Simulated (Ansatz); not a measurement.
Input and output of a single-point calculation on SnO2 from a database structure (Ansatz 0.2.0, PBE). The cell was relaxed with r2SCAN and then strained (xy shear, engineering strain (angle) +4.56 %), with the atoms relaxed again with r2SCAN; k points keep the names of the unstrained zone.

```yaml
crystal:
  lattice:
    - [-1.954045966, 1.954045966, 5.1012501359]
    - [1.954045966, -1.954045966, 5.1012501359]
    - [2.0452294454, 2.0452294454, -5.1012501359]
  atoms:
    - { symbol: Sn, position: [0.75, 0.25, 0.5] }
    - { symbol: Sn, position: [0.0, 0.0, 0.0] }
    - { symbol: O, position: [0.7964012638, 0.7964012638, 0.0] }
    - { symbol: O, position: [0.9535987362, 0.4535987362, 0.5] }
    - { symbol: O, position: [0.2035987362, 0.2035987362, 0.0] }
    - { symbol: O, position: [0.5464012638, 0.0464012638, 0.5] }
kpoints:
  mp_grid: { grid: [10, 10, 10] }
  band_path:
    path:
      - [0.0, 0.0, 0.0]
      - [0.0, 0.0, 0.5]
      - [0.25, 0.25, 0.25]
      - [0.0, 0.5, 0.0]
      - [0.5, 0.5, -0.5]
      - [0.2884139887, 0.7115860113, -0.2884139887]
      - [-0.2884139887, 0.2884139887, 0.2884139887]
      - [-0.0768279775, 0.0768279775, 0.5]
      - [0.5, 0.5, -0.0768279775]
      - [0.260417, 0.260417, 0.197917]
    npoints: 1
hamiltonian:
  xc: pbe
scf:
  occupations: { method: fermi_dirac, width: 0.02 }
  n_extra_bands: 5
output:
  forces: true
  stress: true
  eigenvalues: true
```

The output follows, shortened, with numbered blanks.
```
Pseudopotential: Sn, paw, valence charge 14, recommended cutoff 420 eV (normal)
Pseudopotential: O, paw, valence charge 6, recommended cutoff 420 eV (normal)
Functional definition: PBE
Crystal: 6 atoms, lattice volume = 81.548 Å³
Basis set: ecut = 420 eV, 1605 PW (Γ), FFT grids on a1+a3, a2+a3, −a2
Bands: 31, of which v1, the nominal top of the filled ones, is band 26 counted from 1 (25 counted from 0)
[1]
Free energy (F): -14317.540696 eV
[2]
--- Per-component energies (eV) ---
  E_band       = -216.745600
  E_kinetic    = 1082.740109
  E_local      = -3552.815758
  E_nonlocal   = 134.572471
  E_hartree    = 1786.355651
  E_xc         = -1054.191494
  E_vxc        = -562.926705
  E_paw        = -8929.704061
  E_vpaw       = -891.042633
  E_ewald      = -3784.507430
--- Forces (eV/Å), atoms counted from 1 ---
  atom   1  Sn      0.00000      0.00000      0.00000
  atom   2  Sn      0.00000      0.00000      0.00000
  atom   3  O       0.00000      0.00000    -0.09055
  atom   4  O       0.00000      0.00000      0.09055
  atom   5  O       0.00000      0.00000      0.09055
  atom   6  O       0.00000      0.00000    -0.09055
--- Stress (GPa, compression-positive) ---
[3]
--- Band table (eV; the first three rows and the last of 171) ---
[4]
```

The rows of the band table are 0: (0, 0, 0) = Γ, 1: (0, 0, 0.100), 2: (0, 0, 0.200), 170: (-1/2, -1/2, -1/2) = M.

Problem. Give the withheld lines. They hold the Fermi energy and the band table, the stress, the symmetry found.

Solution.
```
[1]
Symmetry: 8 space group operations
Space group: Fddd (ITA 70)
[2]
Fermi energy:    7.976122 eV
[3]
        6.667461      -1.600135       0.000000
       -1.600135       6.667461       0.000000
        0.000000       0.000000       7.034948
  P = ⅓ Tr σ = 6.7900 GPa (67.900 kbar)
[4]
  k-point 0: bands = […, 5.3971, 6.0376, 6.3115, 6.5361, 6.5489, 6.8336, 8.7811, 12.6987, 16.5501, 17.0341, …]
  k-point 1: bands = […, 5.5779, 5.9250, 6.0061, 6.4137, 6.5589, 6.8744, 9.4251, 12.7764, 16.7539, 17.0042, …]
  k-point 2: bands = […, 5.2811, 5.6167, 6.0612, 6.1186, 6.6159, 6.9674, 10.7180, 13.0466, 16.7694, 16.7872, …]
  k-point 170: bands = […, 4.3628, 4.3628, 6.0510, 6.0510, 6.8148, 6.8148, 11.4006, 11.4006, 14.8628, 14.8628, …]
```
The trailing digits, and the zero of the energies, depend on the potentials and thresholds.

With PBE the valence top lies at k = (0.260, 0.260, 0.198) and the conduction bottom at Γ, 1.68 eV higher; the smallest vertical gap, at Γ, is 1.95 eV. The gap is the least over the mesh and the extra points. The mean pressure at these positions is +6.79 GPa, compression counted positive. The largest force is 0.09 eV/Å.

Run as `ansatz run input.yaml --threads 4 --pin off --max-ram 4608MiB --backend cpu --events-out ev --progress --plain --runs-dir out`. Wall time 6.2 s on 4 threads of Arm Neoverse V2, with other jobs on the host, load about 0.9 per core; peak host memory 0.59 GiB.

No spin polarisation and no zero-point or thermal motion.

Spin-orbit coupling is left out, which matters wherever the heavy atoms make up the band edges.
